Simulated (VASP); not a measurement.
**Pd: equation of state with PBE**

The system is Pd.

```
CELL_PARAMETERS angstrom
-1.57228 1.57228 1.57228
1.57228 -1.57228 1.57228
1.57228 1.57228 -1.57228
ATOMIC_POSITIONS crystal
Pd 0.00000 0.00000 0.00000
```

This isn't the form of Pd at room conditions, which is fcc.

```
Program             : VASP 6.6.1
Task                : equation of state
Functional          : PBE
Potentials or basis : VASP PAW PBE potentials, release 64 (Pd)
Cutoff              : 520 eV
k mesh              : 12 × 12 × 12
Occupations         : fermi-dirac, width 0.05 eV
Spin                : no spin polarisation
```

```yaml
Equilibrium_volume: 15.42 Å³/atom
Bulk_modulus: 164 GPa
Pressure_derivative_of_the_bulk_modulus: 5.6
```

Energy against volume, from the lowest point:
| volume (Å³/atom) | energy (meV/atom) |
| --- | --- |
| 14.614 | 23.61 |
| 14.925 | 8.16 |
| 15.236 | 0.60 |
| 15.547 | 0.00 |
| 15.858 | 5.49 |
| 16.169 | 16.30 |
| 16.480 | 31.76 |

All runs of the series together: 57 s on 1 thread of Intel(R) Xeon(R) Platinum 8488C (Sapphire Rapids), on a shared host.
